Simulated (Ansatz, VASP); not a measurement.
# One calculation of Ba, two programs

Contents of INCAR:

```
SYSTEM = Ba
PREC     = Accurate       ! precision mode
ENCUT    = 520            ! plane-wave cutoff, eV
EDIFF    = 1E-6           ! SCF threshold, eV
ISMEAR   = 0              ! smearing method
SIGMA    = 0.15           ! smearing width, eV
LREAL    = .FALSE.        ! projectors in reciprocal space
LASPH    = .TRUE.         ! aspherical terms in the spheres
NELM     = 80             ! most SCF steps
ALGO     = Fast           ! electronic algorithm
ISIF     = 2              ! what is computed and relaxed
LWAVE    = .FALSE.        ! write WAVECAR
LCHARG   = .TRUE.         ! write CHGCAR
GGA      = PE             ! functional
LELF     = .TRUE.         ! ELF
LVHAR    = .TRUE.       
NBANDS   = 11             ! bands
```

KPOINTS

```
regular mesh
0
G
  14 14 14
  0 0 0
```

The input POSCAR:

```
Ba
1.0
   -2.5000000000      2.5000000000      2.6250000000
    2.5000000000     -2.5000000000      2.6250000000
    2.5000000000      2.5000000000     -2.6250000000
Ba
1
Direct
    0.0000000000      0.0000000000      0.0000000000
```

Input for Ansatz:

```yaml
crystal:
  lattice:
    - [-2.5, 2.5, 2.625]
    - [2.5, -2.5, 2.625]
    - [2.5, 2.5, -2.625]
  atoms:
    - { symbol: Ba, position: [0.0, 0.0, 0.0] }
basis:
  ecutwfc: 420
kpoints:
  mp_grid: { grid: [14, 14, 14] }
hamiltonian:
  xc: pbe
scf:
  occupations: { method: gaussian, width: 0.15 }
output:
  forces: true
  stress: true
  eigenvalues: true
```

Change from the starting cell: strain +0.000 along x and y, +0.050 along z, atoms carried along.

Alike in both runs: task single point; functional PBE; k mesh 14 × 14 × 14; occupations gaussian, width 0.15 eV; no spin polarisation.

|  | VASP | Ansatz |
| --- | --- | --- |
| version | VASP 6.6.1 | Ansatz 0.2.0 |
| potentials or method | VASP PAW PBE potentials, release 64 (Ba_sv) | scalar-relativistic, plane waves, PAW |
| plane-wave cutoff (eV) | 520 | 420 |
| valence electrons in the cell | 10 | 10 |

Ansatz gave:

```
gap on the k mesh at the Fermi level (eV)       : none
pressure (GPa)                                  : -0.3
largest component of the traceless stress (GPa) : 0.11
```

Which values does VASP return?

gap on the k mesh at the Fermi level (eV): none; pressure (GPa): -0.2; largest component of the traceless stress (GPa): 0.11.

A gap of «none» marks a metal or a gap that the smearing closes.

Spin-orbit coupling is left out, which matters for the levels of Ba.
